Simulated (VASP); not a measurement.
Crystal: CdSe.

```
Cd Se
1.0
     0.00000    3.07027    3.07027
     3.07027    0.00000    3.07027
     3.07027    3.07027    0.00000
Cd Se
1 1
Direct
  0.00000 0.00000 0.00000
  0.25000 0.25000 0.25000
```

Measurements of this composition are mostly on another form, of space group No. 186.

| Quantity | Value |
| --- | --- |
| Program | VASP 6.6.1 |
| Task | relaxation of cell and atoms |
| Functional | PBEsol |
| Potentials or basis | VASP PAW PBE potentials, release 64 (Cd, Se) |
| Cutoff | 600 eV |
| k mesh | 10 × 10 × 10 |
| Occupations | gaussian, width 0.02 eV |
| Spin | no spin polarisation |

At the start: pressure -1.2 GPa; volume 28.94 Å³/atom.

Task: Where does the relaxation end?

Result: Over 3 steps the energy falls by 2.5 meV/atom and the volume is 28.27 Å³/atom (-2.3 %); space group F-43m (No. 216, to 0.05 Å).

The path:
```
step  energy change (eV)  largest force (eV/Å)  pressure (GPa)  volume (Å³)
   1              0.0000                0.0000           -1.16        57.88
   2             -0.0045                0.0000            0.37        56.15
   3             -0.0049                0.0000            0.00        56.54
```

Final structure:
```xyz
2
Lattice="0.0000 3.0464 3.0464 3.0464 0.0000 3.0464 3.0464 3.0464 0.0000" Properties=species:S:1:pos:R:3 pbc="T T T"
Cd    0.0000    0.0000    0.0000
Se    1.5232    1.5232    1.5232
```

Caveat: the PAW data sets were made with another functional, which shifts forces and pressure a little.
